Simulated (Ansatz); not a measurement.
Structural energy differences of beryllium

Level of theory: DFT, revPBE, plane waves (420 eV) with PAW, scalar-relativistic (Ansatz). The PAW files were generated under PBE, with cores re-solved for the functional.

Each structure is relaxed within its own symmetry, so a high-lying one may be dynamically unstable.

| structure | ΔE (meV/atom) | V (Å³/atom) | cell | magnetic state |
| --- | --- | --- | --- | --- |
| hcp | 0 | 8.08 | a = 2.283 Å, c = 3.583 Å (c/a = 1.570) | spin not included |
| dhcp | 34 | 8.08 | a = 2.272 Å, c = 7.227 Å (c/a = 3.181) | spin not included |
| fcc | 83 | 8.06 | a = 3.183 Å | spin not included |
| bcc | 104 | 8.00 | a = 2.520 Å | spin not included |
| A15 | 106 | 8.26 | a = 4.043 Å | spin not included |
| omega (AlB2-type) | 186 | 8.26 | a = 3.595 Å, c = 2.213 Å (c/a = 0.616) | spin not included |
| simple cubic | 980 | 10.49 | a = 2.189 Å | spin not included |
| diamond | 1597 | 15.04 | a = 4.937 Å | spin not included |

ΔE counts from hcp.

Differences under about 8 meV lie within the error of the k-point mesh.
